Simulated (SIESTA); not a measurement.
The system is FeO.

```
CELL_PARAMETERS angstrom
3.07799 0.00000 0.00000
-0.25762 3.06719 0.00000
-1.41018 -1.53359 2.26572
ATOMIC_POSITIONS crystal
Fe 0.00000 0.00000 0.00000
O 0.50000 0.50000 0.00000
```

The cell comes from a database or a generator and needn't be the stable form of this composition.

Alike in all runs: program SIESTA 5.4.2; functional PBE; potentials or basis PseudoDojo 0.4 standard (PBE files); basis DZP (energy shift 0.003 Ry; two zetas on semicore shells); grid cutoff 800 Ry; energy shift 0.003 Ry; k mesh 8 × 8 × 8; occupations fermi-dirac, width 0.05 eV.

The same cell was started in several ways:

```csv
start,free energy over the lowest (meV/atom),net moment (μB),site or absolute moments (μB),gap
"collinear spin, ferromagnetic start of up to 3 μB; fixed moment 3",245.5,3.00,Fe +2.96; O +0.04,-
"collinear spin, ferromagnetic start of up to 3 μB; fixed moment 4",0.0,4.00,Fe +3.70; O +0.30,-
"collinear spin, ferromagnetic start of up to 3 μB; fixed moment 1",820.0,1.00,Fe +1.06; O -0.06,-
"collinear spin, ferromagnetic start of up to 3 μB; fixed moment 2",565.9,2.00,Fe +2.07; O -0.07,-
"collinear spin, ferromagnetic start of up to 3 μB; fixed moment 0",921.4,0.00,-,-
```

All polarised runs hold their moment fixed, so the table maps the energy against it. A still lower state may exist.

Caveats: the basis of atomic orbitals isn't converged, which shifts pressures, moduli and gaps; the total moment is fixed, so each spin has its own Fermi level; a cell with one magnetic atom can't hold antiferromagnetic order, which such compounds often take (some runs); the moment is held away from its start (some runs); the starting moments collapsed, and a magnetic state may lie lower (some runs).
